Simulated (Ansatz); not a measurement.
SrO (zincblende) from LDA to hybrids

All numbers come from Ansatz. Simulation only: non-magnetic, and no claim that this is the phase found in nature.

SrO in the zincblende structure, relaxed with r2SCAN. It is cubic, F-43m (No. 216); conventional cell a = 5.585 Å, 21.77 Å³ an atom. Around Sr lie 4 O at 2.42 Å; around O lie 4 Sr at 2.42 Å.

```
Sr O
1.0
     0.00000    2.79228    2.79228
     2.79228    0.00000    2.79228
     2.79228    2.79228    0.00000
Sr O
1 1
Cartesian
  0.0000 0.0000 0.0000
  1.3961 1.3961 1.3961
```

Relaxed lattice by functional, symmetry kept:
```tsv
functional	k mesh	a (Å)	volume (Å³/atom)
PBE	8×8×8	5.613	22.10
r2SCAN	8×8×8	5.585	21.77
PBEsol	8×8×8	5.539	21.24
LDA	8×8×8	5.475	20.52
HSE06	6×6×6	5.575	21.66
```

On this one geometry the levels give:
```tsv
level	k mesh	gap (eV)	kind	edges	least direct gap (eV)	rough cost
LDA	8×8×8	2.30	indirect	W → Γ	3.16	2.4 core-seconds
PBE	8×8×8	2.52	indirect	W → Γ	3.36	3 core-seconds
PBE+SOC	8×8×8	2.49	indirect	W → Γ	3.35	11 core-seconds
r2SCAN	8×8×8	2.89	indirect	W → Γ	3.73	6 core-seconds
r2SCANh	6×6×6	3.62	indirect	W → Γ	4.48	80 core-seconds
HSE06	6×6×6	3.85	indirect	W → Γ	4.74	70 core-seconds
HSE06+SOC	4×4×4	3.82	indirect	W → Γ	4.72	90 core-seconds
DDH-PBE0	6×6×6	4.97	indirect	W → Γ	5.87	80 core-seconds
PBE0	6×6×6	4.56	indirect	W → Γ	5.45	70 core-seconds
```
PBE: smearing of 0.02 eV; the others have fixed occupations.
Wave cutoffs: 420 eV, 500 eV (r2SCAN, r2SCANh). Run but not listed, since they were read on a mesh alone, on too coarse a mesh, or into states of the vacuum: LC-ωPBE.
Costs come from shared machines and give only the order; PBE's includes the band path. The runs had 2 threads of Arm Neoverse V1, on a shared host.

With HSE06 the valence top lies at W and the conduction bottom at Γ, 3.85 eV higher; the smallest vertical gap, at Γ, is 4.74 eV. Spin-orbit coupling changes the PBE gap by -0.027 eV, to 2.49 eV; at Γ the threefold valence level splits into a fourfold and a twofold level 0.032 eV apart, the fourfold one on top.

r2SCAN covers 28 % of the step from PBE to HSE06. Among these functionals the gap stays indirect.

r2SCAN (ground state on 6×6×6): ε∞: 3.15 in all directions. Born charges, averaged over directions: Sr +2.14, O -2.14 e. PBE (ground state on 6×6×6): ε∞: 3.35 in all directions. Born charges, averaged over directions: Sr +2.13, O -2.13 e.

On the PBEsol cell (a = 5.539 Å), with PBEsol: The optical mode at Γ lies at 326 cm⁻¹ without the longitudinal term. With the long-range field the highest mode reaches 468 cm⁻¹. The clamped-ion dielectric constant comes out as 3.43 in all directions. With the ions relaxed, ε⁰ is 7.1 in all directions. Born charges, averaged over directions: Sr +2.13, O -2.13 e.

Only the levels marked +SOC include spin-orbit coupling.

The meshes of the hybrids are coarse, so their gaps aren't converged to the digits shown.
